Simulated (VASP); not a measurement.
System: SnTe (rock salt type, first atom moved by 0.06 Å along [111]), 2 atoms in the cell.

```xyz
2
Lattice="0.0000 3.2050 3.2050 3.2050 0.0000 3.2050 3.2050 3.2050 0.0000" Properties=species:S:1:pos:R:3 pbc="T T T"
Sn    0.0346    0.0346    0.0346
Te    3.2050    3.2050    3.2050
```

Code and potentials: VASP, Sn_d/Te, 313 eV. Settings: k-mesh 4×4×4 Γ-centred; Fermi–Dirac smearing of 0.05 eV; no spin polarisation; no spin–orbit coupling. For HSE06: HFSCREEN = 0.208; HFRCUT = 0; PRECFOCK = Normal.

Plain PBE gives:

```json
{
  "Pressure": "-0.43 GPa",
  "Gap on the mesh": "no clear gap"
}
```

| atom | Fx (eV/Å) | Fy (eV/Å) | Fz (eV/Å) |
| --- | --- | --- | --- |
| Sn1 | 0.057 | 0.057 | 0.057 |
| Te2 | -0.057 | -0.057 | -0.057 |

What changes under HSE06?

The pressure goes down by 1.03 GPa to -1.46 GPa; gap on the mesh: 0.27 eV; the forces move by 31 meV/Å (rms):

| atom | Fx (eV/Å) | Fy (eV/Å) | Fz (eV/Å) |
| --- | --- | --- | --- |
| Sn1 | 0.075 | 0.075 | 0.075 |
| Te2 | -0.075 | -0.075 | -0.075 |

VASP prints the stress at a fixed plane-wave basis, so it holds the Pulay stress of this cutoff.

The k-mesh is coarse, so these values belong to this mesh and can lie far from the converged ones. Where the force pushes the moved atom further off its site, the soft mode may be real or faked by the k-mesh. A gap read on the mesh is an upper bound of this method's gap, since the mesh can miss a band edge. Spin–orbit coupling is left out; with heavy elements it can shift the gap and split levels by tenths of an eV. Potentials made with PBE were used with another functional (at least in: VASP, Sn_d/Te, 313 eV (HSE06)).
